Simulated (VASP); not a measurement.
# HgTe (Coloradoite) (F-43m) in VASP: a series of runs, part 2 of 2

VASP 6.6.1. The steps go on from the part before.

## 3. Relaxation of cell and atoms, PBEsol+D3

Contents of INCAR:

```
  ALGO = Fast
  EDIFF = 1E-6
  EDIFFG = -0.005
  ENCUT = 600
  GGA = PS
  IBRION = 2
  ISIF = 3
  ISMEAR = -1
  IVDW = 11
  LASPH = True
  LCHARG = False
  LREAL = False
  LWAVE = False
  NELM = 80
  NSW = 40
  PREC = Accurate
  SIGMA = 0.05
```

Contents of KPOINTS:

```
k-points
0
Gamma
  7 7 7
```

Contents of POSCAR:

```
HgTe
1.0
    0.0000000000      3.2145000000      3.2145000000
    3.2145000000      0.0000000000      3.2145000000
    3.2145000000      3.2145000000      0.0000000000
Hg Te
1 1
Direct
    0.0000000000      0.0000000000      0.0000000000
    0.7500000000      0.7500000000      0.7500000000
```

Potentials or basis: VASP PAW PBE potentials, release 64 (Hg, Te).

Launch:

```
$ cat potpaw_PBE.64/Hg/POTCAR potpaw_PBE.64/Te/POTCAR > POTCAR
$ mpirun -np 1 vasp_std > vasp.out
```

OUTCAR:

```text
EDIFF = 1E-6
   EDIFFG = -0.005
   ENCUT = 600
   GGA = PS
   IBRION = 2
   ISIF = 3
   ISMEAR = -1
   IVDW = 11
   LASPH = True
   LREAL = False
   NELM = 80
   NSW = 40
   PREC = Accurate
 IVDW          = 11

 ion  position               nearest neighbor table
   1  0.000  0.000  0.000-   2 2.78   2 2.78   2 2.78   2 2.78
   2  0.750  0.750  0.750-   1 2.78   1 2.78   1 2.78   1 2.78

  LATTYP: Found a face centered cubic cell.
 ALAT       =     6.4290000000

  Lattice vectors:

 A1 = (   0.0000000000,   3.2145000000,   3.2145000000)
 A2 = (   3.2145000000,   0.0000000000,   3.2145000000)
 A3 = (   3.2145000000,   3.2145000000,   0.0000000000)

Analysis of symmetry for initial positions (statically):
=====================================================================
 Subroutine PRICEL returns:
 Original cell was already a primitive cell.

[... 168 lines left out ...]
------------------------ aborting loop because EDIFF is reached ----------------------------------------

 Edisp (eV)   -0.48834

 E8    (eV) :    -0.3053
[... 71 lines left out ...]
--------------------------------------- Ionic step        3  -------------------------------------------

 number of electron      18.0000000 magnetization

 Free energy of the ion-electron system (eV)
  ---------------------------------------------------
  ext. energy  EPLUGINS =         0.00000000
  ---------------------------------------------------
  free energy    TOTEN  =        -4.36105157 eV

  energy without entropy =       -4.36036259  energy(sigma->0) =       -4.36070708

 E-fermi :   3.0935     XC(G=0):  -8.9780

 val. band max:        3.0528623669   @ k =   0.0000   0.0000   0.0000
 cond. band min:       3.7085021092   @ k =   0.4286   0.0000   0.0000
 fundamental gap:      0.6556397423
 Fermi energy:         3.0934582122

 k-point     1 :       0.0000    0.0000    0.0000
  band No.  band energies     occupation
      1      -9.0375      2.00000
      2      -4.3508      2.00000
      3      -4.3508      2.00000
      4      -4.3508      2.00000
      5      -3.8043      2.00000
      6      -3.8043      2.00000
      7       2.2686      2.00000
      8       3.0529      1.38504
      9       3.0529      1.38504
     10       3.0529      1.38504
     11       7.2142      0.00000
     12       7.2142      0.00000
     13       7.2142      0.00000
[... 335 lines left out ...]
  FREE ENERGIE OF THE ION-ELECTRON SYSTEM (eV)
  ---------------------------------------------------
  free  energy   TOTEN  =        -4.8447184342 eV

  energy  without entropy=       -4.8440294523  energy(sigma->0) =       -4.84437394

 reached required accuracy - stopping structural energy minimisation
```

OSZICAR:

```text
N       E                     dE             d eps       ncg     rms          rms(c)
DAV:   1     0.114849488706E+03    0.11485E+03   -0.88795E+03   520   0.135E+03
DAV:   2     0.265367252478E+00   -0.11458E+03   -0.10826E+03   550   0.280E+02
DAV:   3    -0.454796969932E+01   -0.48133E+01   -0.47748E+01   650   0.597E+01
[... 22 lines left out ...]
RMM:   2    -0.436116592839E+01    0.10858E-02   -0.27497E-03   520   0.597E-01    0.931E-02
RMM:   3    -0.436106461522E+01    0.10131E-03   -0.36611E-04   520   0.131E-01    0.809E-02
RMM:   4    -0.436105220669E+01    0.12409E-04   -0.53839E-05   520   0.631E-02    0.112E-02
RMM:   5    -0.436105105422E+01    0.11525E-05   -0.18444E-05   520   0.386E-02    0.140E-02
RMM:   6    -0.436105156874E+01   -0.51453E-06   -0.29121E-06   373   0.189E-02
   3 F= -.48447184E+01 E0= -.48443739E+01  d E =-.500436E-03
```

CONTCAR:

```text
HgTe
   1.00000000000000
     0.0000000000000000    3.2221731274494947    3.2221731274494947
     3.2221731274494947   -0.0000000000000000    3.2221731274494947
     3.2221731274494947    3.2221731274494947   -0.0000000000000000
  Hg              Te
     1     1
Direct
     0.0000000000000000    0.0000000000000000    0.0000000000000000
     0.7500000000000000    0.7500000000000000    0.7500000000000000

  0.00000000E+00  0.00000000E+00  0.00000000E+00
  0.00000000E+00  0.00000000E+00  0.00000000E+00
```

Wall time 24 s (1 thread of Intel Xeon Platinum 8488C (Sapphire Rapids), shared host); peak memory 0.22 GiB.

Results:

| Property | Result |
| --- | --- |
| Free energy | -4.8447 eV |
| Relaxed volume | 33.45 Å³/atom |
| Relaxed cell | a = 4.557 Å, b = 4.557 Å, c = 4.557 Å, α = 60.00°, β = 60.00°, γ = 60.00° |
| Space group after relaxing (to 0.05 Å) | F-43m (No. 216) |
| Energy gained by relaxing | 0.3 meV/atom |
| Ionic steps | 3 |
| Pressure after relaxing | 0.0 GPa |
| Band gap on the k mesh | none (metal or under the smearing width) |
| Dispersion energy per atom | -0.242 eV |

The path:
```tsv
step	energy change (eV)	largest force (eV/Å)	pressure (GPa)	volume (Å³)
1	0.0000	0.0000	0.33	66.43
2	-0.0004	0.0000	-0.15	67.09
3	-0.0005	0.0000	-0.01	66.91
```

Final structure:
```
Hg Te
1.0
     0.00000    3.22217    3.22217
     3.22217    0.00000    3.22217
     3.22217    3.22217    0.00000
Hg Te
1 1
Direct
  0.00000 0.00000 0.00000
  0.75000 0.75000 0.75000
```

Levels at points of the mesh, in eV from the Fermi level:
| k point | band 5 | band 6 | band 7 | band 8 | band 9 | band 10 | band 11 | band 12 | band 13 |
| --- | --- | --- | --- | --- | --- | --- | --- | --- | --- |
| (0.00, 0.00, 0.00) | -6.90 | -6.90 | -0.82 | -0.04 | -0.04 | -0.04 | 4.12 | 4.12 | 4.12 |

Caveat: the PAW data sets were made with another functional, which shifts forces and pressure a little; pairwise dispersion overbinds metals, which lowers pressure and volume.

## 4. Relaxation of cell and atoms, PBEsol+D3(BJ)

Contents of INCAR:

```
ALGO = Normal ; EDIFF = 1E-7
EDIFFG = -0.01 ; ENCUT = 600
GGA = PS ; IBRION = 2
ISIF = 3 ; ISMEAR = -1
IVDW = 12 ; LASPH = T
LCHARG = F ; LREAL = F
LWAVE = F ; NELM = 100
NSW = 60 ; PREC = Accurate
SIGMA = 0.05
```

KPOINTS is that of step 3.

POSCAR is that of step 3.

Launch:

```
$ cat potpaw_PBE.64/Hg/POTCAR potpaw_PBE.64/Te/POTCAR > POTCAR
$ mpirun -np 1 vasp_std > vasp.out
```

Wall time 24 s (1 thread of Intel Xeon Platinum 8488C (Sapphire Rapids), shared host); peak memory 0.22 GiB.

It converged, with:

```yaml
Free_energy: -5.0771 eV
Relaxed_volume: 33.35 Å³/atom
Relaxed_cell: a = 4.552 Å, b = 4.552 Å, c = 4.552 Å, α = 60.00°, β = 60.00°, γ = 60.00°
Space_group_after_relaxing_to_0.05_Å: F-43m (No. 216)
Energy_gained_by_relaxing: 0.1 meV/atom
Ionic_steps: 3
Pressure_after_relaxing: 0.0 GPa
Band_gap_on_the_k_mesh: none (metal or under the smearing width)
Dispersion_energy_per_atom: -0.359 eV
```

Step by step:
| step | energy change (eV) | largest force (eV/Å) | pressure (GPa) | volume (Å³) |
| --- | --- | --- | --- | --- |
| 1 | 0.0000 | 0.0000 | 0.18 | 66.43 |
| 2 | -0.0001 | 0.0000 | -0.07 | 66.79 |
| 3 | -0.0001 | 0.0000 | 0.00 | 66.69 |

Final structure:
```
CELL_PARAMETERS angstrom
0.00000 3.21869 3.21869
3.21869 0.00000 3.21869
3.21869 3.21869 0.00000
ATOMIC_POSITIONS crystal
Hg 0.00000 0.00000 0.00000
Te 0.75000 0.75000 0.75000
```

Levels at points of the mesh, in eV from the Fermi level:
```csv
k point,band 7,band 8,band 9,band 10,band 11,band 12
"(0.00, 0.00, 0.00)",-0.82,-0.04,-0.04,-0.04,4.12,4.12
```

Caveat: the PAW data sets were made with another functional, which shifts forces and pressure a little; pairwise dispersion overbinds metals, which lowers pressure and volume.

## 5. Overview

```tsv
level	gap on the mesh (eV)	pressure (GPa)	relaxed volume (Å³/atom)
PBE+MBD	none	0.0	35.86
PBEsol+D3	none	0.0	33.45
PBEsol+D3(BJ)	none	0.0	33.35
```

Alike in all rows: task relaxation of cell and atoms; potentials or basis VASP PAW PBE potentials, release 64 (Hg, Te); no spin polarisation; cell relaxed; k mesh 7 × 7 × 7; cutoff (eV) 600; smearing fermi-dirac 0.05 eV.

Caveats: pairwise dispersion overbinds metals, which lowers pressure and volume; the PAW data sets were made with another functional, which shifts forces and pressure a little (some runs).

Total energies depend on the potentials used, so only differences within one code and one set of settings carry meaning.
